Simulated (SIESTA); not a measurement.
# Pb in SIESTA: the effect of functional

The system is Pb.

```
Pb
1.0
     0.01933    2.46287    2.45281
     2.50286   -0.00675    2.47889
     2.48132    2.46742    0.01479
Pb
1
Direct
  0.00000 0.00000 0.00000
```

Alike in all runs:

- Program: SIESTA 5.4.2
- Task: single point
- Potentials or basis: PseudoDojo 0.4 standard (PBE files)
- Basis: DZP (energy shift 0.003 Ry; two zetas on semicore shells)
- Grid cutoff: 500 Ry
- Energy shift: 0.003 Ry
- k mesh: 9 × 9 × 9
- Occupations: fermi-dirac, width 0.05 eV
- Spin: no spin polarisation

Problem. One run gave: pressure 3.9 GPa. Which functional did it use?
A. vdW-DF-C09
B. vdW-DF2
C. PBE
D. vdW-DF-cx
E. VV10

Solution. E.

```tsv
functional	pressure (GPa)
PBE	3.1
vdW-DF	6.0
vdW-DF2	8.9
optB88-vdW	3.1
vdW-DF-C09	0.4
vdW-DF-cx	0.7
VV10	3.9
```

Caveats: the basis of atomic orbitals isn't converged, which shifts pressures, moduli and gaps; the potentials were made for another functional, which shifts forces and pressure (some runs); the non-local part is tabulated coarsely and may be off by about a percent (some runs).

Not every run made on this cell is shown here.
